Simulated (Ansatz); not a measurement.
**Compressing CO₂: a fit and a missing row**

CO₂, I-42d, a = 3.909 Å, c = 5.935 Å. The compound is a gas at ambient conditions and forms a soft molecular solid only when cold or compressed. This isn't the usual stable structure of the compound. Ansatz: r2SCAN, PAW, 500 eV, Γ-centred 8×8×8 mesh on 6 atoms, Gaussian smearing 0.02 eV; no spin polarisation. Shape and atoms are relaxed at each volume; pressure is positive in compression.

| V (Å³/atom) | P (GPa) |
| --- | --- |
| 7.104 | 10.75 |
| 7.331 | ? |
| 7.557 | 0.04 |
| 7.784 | -4.30 |
| 8.011 | -8.10 |

**Question.** Take V0 = 7.557 Å³/atom, count pressures from its P0 = 0.04 GPa, fit the third-order Birch–Murnaghan form to the other rows, and predict the missing pressure.

**Answer.** With the Eulerian strain f = ½[(V0/V)^(2/3) − 1] and y = (P − P0)/[3f(1 + 2f)^(5/2)], the form is the line y = B0 + 1.5 B0 (B0′ − 4) f. Rows (f, y): 0.02104, 153.1; -0.00977, 155.6; -0.01907, 156.8. Means f = -0.002600, y = 155.17; Σ(Δf)² = 0.0008815, ΣΔfΔy = -0.07886; the slope is their ratio. y = 154.9 − 89.46 f GPa, so B0 = 154.9 GPa and B0′ = 4 + 2 × (-89.46)/(3 × 154.9) = 3.61. At V = 7.331, f = 0.01022, y = 153.99 and P = 5.01 GPa. The run gave 5.03 GPa, so the fit is 0.02 GPa too low, a small miss on the scale of the series.